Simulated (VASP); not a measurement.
A run of VASP 6.6.1 is set up as follows.

The input INCAR:

```
SYSTEM = PbS
PREC = Accurate
ENCUT = 520
EDIFF = 1E-7
ISMEAR = 1
SIGMA = 0.05
LREAL = .FALSE.
LASPH = .TRUE.
NELM = 100
ALGO = Fast
ISIF = 2
LWAVE = .FALSE.
LCHARG = .FALSE.
GGA = PS
NBANDS = 28
```

KPOINTS

```
Automatic mesh
0
G
  4 4 2
  0 0 0
```

The input POSCAR:

```
PbS
1.0
    2.9405000000     -2.9000000000      0.0000000000
    2.9405000000      2.9000000000      0.0000000000
   -1.0800500000      0.0000000000     11.7092900000
Pb S
2 2
Direct
    0.7756000000      0.7756000000      0.6363800000
    0.2244000000      0.2244000000      0.3636200000
    0.2684000000      0.2684000000      0.5986000000
    0.7316000000      0.7316000000      0.4014000000
```

Potentials or basis: VASP PAW PBE potentials, release 64 (Pb_d, S).

Command:

```sh
$ cat potpaw_PBE.64/Pb_d/POTCAR potpaw_PBE.64/S/POTCAR > POTCAR
$ mpirun -np 1 vasp_std > vasp.out
```

Task: Estimate the largest force.

Result: 0.673 eV/Å.

Task: Estimate the band gap on the k mesh.

Result: 1.26 eV, direct.

Forces in eV/Å, atoms in the order of the input:
```
Pb  -0.001  0.000 -0.673
Pb   0.001  0.000  0.673
S   -0.004  0.000 -0.228
S    0.004  0.000  0.228
```

Caveat: the PAW data sets were made with another functional, which shifts forces and pressure a little; spin-orbit coupling is left out, which as a rule narrows the gap of such compounds by several tenths of an eV.
